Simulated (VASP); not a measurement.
Crystal: PtS2.

```xyz
3
Lattice="3.5432 0.0000 0.0000 -1.7716 3.0685 0.0000 0.0000 0.0000 5.0388" Properties=species:S:1:pos:R:3 pbc="T T T"
Pt    0.0000    0.0000    0.0000
S     1.7716    1.0228    3.8950
S     0.0000    2.0457    1.1438
```

| Property | Result |
| --- | --- |
| Program | VASP 6.6.1 |
| Task | relaxation of cell and atoms |
| Functional | optB88-vdW |
| Potentials or basis | VASP PAW PBE potentials, release 64 (Pt, S) |
| Cutoff | 600 eV |
| k mesh | 9 × 9 × 5 |
| Occupations | fermi-dirac, width 0.05 eV |
| Spin | no spin polarisation |

At the start: pressure 12.4 GPa; volume 18.26 Å³/atom.

Q: Where does the relaxation end?

A: Over 18 steps the energy falls by 69.8 meV/atom and the volume is 18.95 Å³/atom (+3.8 %); space group P-3m1 (No. 164, to 0.05 Å).

Step by step:
| step | energy change (eV) | largest force (eV/Å) | pressure (GPa) | volume (Å³) |
| --- | --- | --- | --- | --- |
| 1 | 0.0000 | 1.6462 | 12.41 | 54.78 |
| 2 | 0.2983 | 1.3342 | -13.98 | 66.78 |
| 3 | -0.1912 | 0.2316 | -0.93 | 58.93 |
| 4 | -0.1915 | 0.2686 | -0.66 | 58.78 |
| 5 | -0.1916 | 0.2925 | -0.46 | 58.70 |
| 6 | -0.2024 | 0.1750 | -0.25 | 58.39 |
| 7 | -0.2067 | 0.0370 | -0.01 | 58.02 |
| 8 | -0.2067 | 0.0447 | -0.02 | 58.03 |
| 9 | -0.2071 | 0.0225 | -0.20 | 58.01 |
| 10 | -0.2074 | 0.0243 | -0.60 | 57.96 |
| 11 | -0.2075 | 0.0239 | -0.59 | 57.93 |
| 12 | -0.2077 | 0.0215 | -0.53 | 57.85 |
| 13 | -0.2082 | 0.0181 | -0.46 | 57.69 |
| 14 | -0.2089 | 0.0106 | -0.27 | 57.36 |
| 15 | -0.2094 | 0.0052 | 0.11 | 56.72 |
| 16 | -0.2094 | 0.0011 | 0.09 | 56.77 |
| 17 | -0.2093 | 0.0054 | -0.08 | 57.07 |
| 18 | -0.2094 | 0.0032 | 0.01 | 56.85 |

Final structure:
```yaml
crystal:
  lattice:
    - [3.59676, 0.00000, 0.00000]
    - [-1.79838, 3.11489, 0.00000]
    - [0.00000, 0.00000, 5.07470]
  atoms:
    - { symbol: Pt, position: [0.00000, 0.00000, 0.00000] }
    - { symbol: S, position: [0.66667, 0.33333, 0.75645] }
    - { symbol: S, position: [0.33333, 0.66667, 0.24354] }
```

Caveat: the PAW data sets were made with another functional, which shifts forces and pressure a little.
